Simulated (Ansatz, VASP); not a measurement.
One calculation of Au, two programs

```
Au
1.0
    -1.68990    1.68990    1.49412
     1.68990   -1.68990    1.49412
     1.68990    1.68990   -1.49412
Au
1
Direct
  0.00000 0.00000 0.00000
```

Alike in both runs: task relaxation of cell and atoms; functional PBEsol; k mesh 18 × 18 × 18; occupations gaussian, width 0.1 eV; no spin polarisation.

|  | VASP | Ansatz |
| --- | --- | --- |
| version | VASP 6.6.1 | Ansatz 0.2.0 |
| potentials or method | VASP PAW PBE potentials, release 64 (Au) | scalar-relativistic, plane waves, PAW |
| plane-wave cutoff (eV) | 600 | 420 |
| valence electrons in the cell | 11 | 19 |

|  | VASP | Ansatz | Ansatz less VASP |
| --- | --- | --- | --- |
| gap on the k mesh at the Fermi level, each at its own relaxed structure (eV) | none | none | - |
| relaxed volume (Å³/atom) | 17.06 | 17.09 | +0.024 |
| relaxed cell length with the largest relative difference (Å) | 2.823 | 2.824 | +0.0014 |

A gap of «none» marks a metal or a gap that the smearing closes. The two sets of potentials don't hold the same shells in valence.

Caveats: the PAW data sets were made with another functional, which shifts forces and pressure a little (VASP). Spin-orbit coupling is left out, which matters for the levels of Au.
